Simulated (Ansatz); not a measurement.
**What internal relaxation does to the elastic constants of GaO**

Method: DFT PBEsol, scalar-relativistic, plane waves, PAW (Ansatz 0.2.0). Cutoff 420 eV, 12×12×2 k-points (Γ-centred), fixed occupations. No spin polarisation.

The cell, relaxed at this level:
```
CELL_PARAMETERS angstrom
3.05949 0.00000 0.00000
-1.52975 2.64960 0.00000
0.00000 0.00000 13.42588
ATOMIC_POSITIONS crystal
Ga 0.33333 0.66667 0.40787
Ga 0.33333 0.66667 0.59213
Ga 0.00000 0.00000 0.09213
Ga 0.00000 0.00000 0.90787
O 0.66667 0.33333 0.14647
O 0.66667 0.33333 0.85353
O 0.00000 0.00000 0.35343
O 0.00000 0.00000 0.64657
```

The cell was built by swapping an element in a database structure (itself possibly hypothetical) and relaxing; it need not be the stable form of this composition. The crystal is built of layers and no dispersion correction was added, so the binding between them is poorly described, and with it their spacing and whatever depends on it.

Clamped-ion constants (GPa, Voigt order; atoms follow the strain homogeneously):
```
294.1 104.3  49.0   0.0   0.0   0.0
104.3 294.1  49.0   0.0   0.0   0.0
 48.9  48.9 167.0   0.0   0.0   0.0
  0.0   0.0   0.0  64.4   0.0   0.0
  0.0   0.0   0.0   0.0  64.4   0.0
  0.0   0.0   0.0   0.0   0.0  94.9
```

Question: What are the constants once the atoms relax in each strained cell?

Answer:
```
219.2  85.2  11.9   0.0   0.0   0.0
 85.2 219.2  11.9   0.0   0.0   0.0
 11.8  11.8  15.8   0.0   0.0   0.0
  0.0   0.0   0.0  10.2   0.0   0.0
  0.0   0.0   0.0   0.0  10.2   0.0
  0.0   0.0   0.0   0.0   0.0  67.0
```
The Voigt shear modulus goes from 81.6 to 40.5 GPa and the Voigt bulk modulus from 128.8 to 74.7 GPa. Relaxation subtracts ΛᵀK⁻¹Λ/V, with Λ the forces that a strain puts on the atoms and K the zone-centre force constants. At a stable cell this can only lower the diagonal constants, and it acts only for strains that share their symmetry with an optical mode; elsewhere, and where the coupling is weak, the constants hardly move.

Cost: 2 runs of about 26 core-minutes in all, on Intel Xeon Processor @ 2.70GHz, Intel Xeon 6975P-C (Granite Rapids) (shared hosts).